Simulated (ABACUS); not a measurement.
Runs of ABACUS 3.10.1 on InAs. The structure is cubic, space group F-43m (No. 216). Conventional cell: a = 6.036 Å, b = 6.036 Å, c = 6.036 Å, α = 90.00°, β = 90.00°, γ = 90.00°. In (site symmetry -43m) is surrounded by 4 As at 2.61 Å. As (site symmetry -43m) has 4 In at 2.61 Å as nearest neighbours. 

```tsv
task	level	potentials or basis	cell	k mesh	cutoff (eV)	symmetry key	max steps of the relaxation	force threshold	optimiser	stress threshold	mesh quality	gap on the mesh (eV)	pressure (GPa)	relaxed volume (Å³/atom)
single point	OLYP	PseudoDojo NC SR 0.4.1 PBE standard, plane waves	as given	6 × 6 × 6	1143	1	-	-	-	-	not flagged	0.15	(b)	-
relaxation of cell and atoms	OLYP	PseudoDojo NC SR 0.4.1 PBE standard, plane waves	relaxed	6 × 6 × 6	1143	1	60	0.02 eV/Å	cg	0.5 kbar	not flagged	none	0.0	30.50
relaxation of cell and atoms	revTPSS	SG15 ONCV 1.2 PBE, plane waves	relaxed	5 × 5 × 5	1320	1	60	0.005 eV/Å	cg	0.5 kbar	coarse	none	0.0	29.08
single point	revTPSS	SG15 ONCV 1.2 PBE, plane waves	as given	5 × 5 × 5	1320	1	-	-	-	-	coarse	none	(a)	-
```

Alike in all rows: no spin polarisation; smearing fermi-dirac 0.05 eV.

Task: Fill in the values left out.

Result: (a) 3.3; (b) 5.9.

Caveats: some runs use coarse meshes; the potentials were made for another functional, which shifts forces and pressure; this crystal is a semiconductor, whose small gap the functional closes, so the metal is an error of the method (some runs); spin-orbit coupling is left out, which moves the levels of the heavy elements (some runs); the volume moved by +11 % from the deposited cell, more than functionals usually miss (some runs).

A k mesh can miss the band edges, and the runs leave out spin-orbit coupling on As, In.

A gap of «none» marks a metal or a gap under the smearing width.

The runs don't all hold the same shells in valence.

Runs at the PBE level aren't shown here.
